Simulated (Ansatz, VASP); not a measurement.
## Mg in VASP and in Ansatz

The input INCAR:

```
ALGO = Normal
EDIFF = 1E-6
ENCUT = 520
GGA = PE
ISIF = 2
ISMEAR = 0
LASPH = T
LCHARG = T
LELF = T
LREAL = F
LVHAR = T
LWAVE = F
NBANDS = 7
NELM = 80
PREC = Accurate
SIGMA = 0.1
```

Contents of KPOINTS:

```
k-points
0
Gamma
  15 15 15
```

The input POSCAR:

```
Mg
1.0
   -1.6590593819      1.8008805416      1.8008805416
    1.8008805416     -1.6590593819      1.8008805416
    1.8008805416      1.8008805416     -1.6590593819
Mg
1
Direct
    0.0000000000      0.0000000000      0.0000000000
```

Input for Ansatz:

```yaml
crystal:
  lattice:
    - [-1.6590593819, 1.8008805416, 1.8008805416]
    - [1.8008805416, -1.6590593819, 1.8008805416]
    - [1.8008805416, 1.8008805416, -1.6590593819]
  atoms:
    - { symbol: Mg, position: [0.0, 0.0, 0.0] }
basis:
  ecutwfc: 420
kpoints:
  mp_grid: { grid: [15, 15, 15] }
hamiltonian:
  xc: pbe
scf:
  occupations: { method: gaussian, width: 0.1 }
output:
  forces: true
  stress: true
  eigenvalues: true
```

Alike in both runs: task single point; functional PBE; k mesh 15 × 15 × 15; occupations gaussian, width 0.1 eV; no spin polarisation.

```csv
,VASP,Ansatz
version,VASP 6.6.1,Ansatz 0.2.0
potentials or method,"VASP PAW PBE potentials, release 64 (Mg)","scalar-relativistic, plane waves, PAW"
plane-wave cutoff (eV),520,420
valence electrons in the cell,2,10
```

```tsv
	VASP	Ansatz	Ansatz less VASP
gap on the k mesh at the Fermi level (eV)	none	none	-
pressure (GPa)	-0.1	0.1	+0.12
largest component of the traceless stress (GPa)	1.65	1.65	-0.002
```

A gap of «none» marks a metal or a gap that the smearing closes. The two sets of potentials don't hold the same shells in valence.
